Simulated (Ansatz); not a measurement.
A (111) slab of InAs (F-43m (No. 216)), 8 planes, outer planes In (top) and As (bottom), with 8 atoms (In4As4) in a surface cell of A = 16.574 Å², as cut from the bulk:

```yaml
crystal:
  lattice:
    - [4.37470, 0.00000, 0.00000]
    - [-2.18735, 3.78860, 0.00000]
    - [0.00000, 0.00000, 26.60876]
  atoms:
    - { symbol: As, position: [0.00000, 0.00000, 0.28186] }
    - { symbol: In, position: [0.33333, 0.66667, 0.31542] }
    - { symbol: As, position: [0.33333, 0.66667, 0.41610] }
    - { symbol: In, position: [0.66667, 0.33333, 0.44966] }
    - { symbol: As, position: [0.66667, 0.33333, 0.55034] }
    - { symbol: In, position: [0.00000, 0.00000, 0.58390] }
    - { symbol: As, position: [0.00000, 0.00000, 0.68458] }
    - { symbol: In, position: [0.33333, 0.66667, 0.71814] }
```

All numbers below come from DFT PBE, scalar-relativistic, plane waves, PAW (Ansatz). Settings: cutoff 420 eV, Γ-centred mesh 9×9×1 on the computed 8-atom cell, Gaussian smearing of 0.10 eV; no spin polarisation. The cell repeats along c with a dipole correction in the vacuum.

Against the same 8 atoms in the bulk, the slab as cut lies 1.874 eV higher and the relaxed slab 1.823 eV higher.

Problem. Work out the surface energy before and after relaxation.

Solution. The slab has two faces, so γ = (E_slab − N·E_bulk)/(2A), the mean of both. As cut: 1.874/(2 × 16.574) = 0.0565 eV/Å², and 1 eV/Å² = 16.02 J/m², so γ = 0.91 J/m². Relaxed: 1.823/(2 × 16.574) = 0.0550 eV/Å² = 0.88 J/m². Relaxation recovers 3 % of the cost of cutting.

Problem. What is the ideal work of this cut, per area?

Solution. Griffith's ideal work is 2γ: 1.81 J/m² if the new faces stay rigid, 1.76 J/m² if they relax. Other cuts parallel to this plane can cost less. One thickness was run, 8 planes, so γ can still shift with it.

The cut runs between the widely spaced planes and severs a single In–As bond per surface cell, which keeps the cost at a modest 0.91 J/m². Parting the closely spaced planes instead would break more bonds per cell and probably cost more.

Relaxation recovers only 3 % of that cost. Threefold-bonded In favours a flatter, sp²-like site with an empty dangling orbital, while As favours a pyramidal one with a filled lone pair. In the primitive surface cell, however, In can't sink towards the As plane without compressing its back-bonds, because the lateral spacing is fixed. This probably explains the small gain. InAs(111) is also polar, and real In-terminated faces commonly reconstruct by forming In vacancies, which compensates the charge and lets the remaining In flatten. This cell excludes that route, so 0.88 J/m² describes the unreconstructed pair of faces rather than the equilibrium surfaces. Nor can the mean be divided into separate In- and As-face energies, since the two terminations are chemically inequivalent.
